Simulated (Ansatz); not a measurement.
Input and command of a plane-wave DFT calculation in Ansatz:

```yaml
crystal:
  lattice:
    - [4.88969519, 0.0, 0.0]
    - [0.0, 4.88969519, 0.0]
    - [0.0, 0.0, 4.88969519]
  atoms:
    - { symbol: Si, position: [0.5, 0.5, 0.5] }
    - { symbol: Si, position: [0.0, 0.0, 0.0] }
    - { symbol: Mo, position: [0.0, 0.5, 0.25] }
    - { symbol: Mo, position: [0.0, 0.5, 0.75] }
    - { symbol: Mo, position: [0.5, 0.75, 0.0] }
    - { symbol: Mo, position: [0.5, 0.25, 0.0] }
    - { symbol: Mo, position: [0.75, 0.0, 0.5] }
    - { symbol: Mo, position: [0.25, 0.0, 0.5] }
basis:
  ecutwfc: 420
kpoints:
  mp_grid: { grid: [8, 8, 8] }
hamiltonian:
  xc: pbe
scf:
  occupations: { method: gaussian, width: 0.1 }
output:
  forces: true
  stress: true
  eigenvalues: true
relax:
  adjacent_minimum: "off"
  f_tol: 0.01
  max_steps: 80
  cell: { stress_tol: 0.05 }
```

```bash
ansatz run input.yaml --threads 1 --pin off --max-ram 2560MiB --backend cpu --events-out ev --progress --plain --runs-dir out
```

Processor: Intel(R) Xeon(R) 6975P-C (Granite Rapids), 1 thread, on a host shared with other jobs.

How long does it run, and how much memory does it take?

About 44 s on 1 thread of Intel(R) Xeon(R) 6975P-C (Granite Rapids), with other jobs on the host, peak memory 0.51 GiB. It solves 56 bands at 35 k points (the mesh reduced by the symmetry that the task leaves, which can be less than the crystal's) with about 2325 plane waves (on the last cell), in 34 SCF iterations over 5 ionic steps.
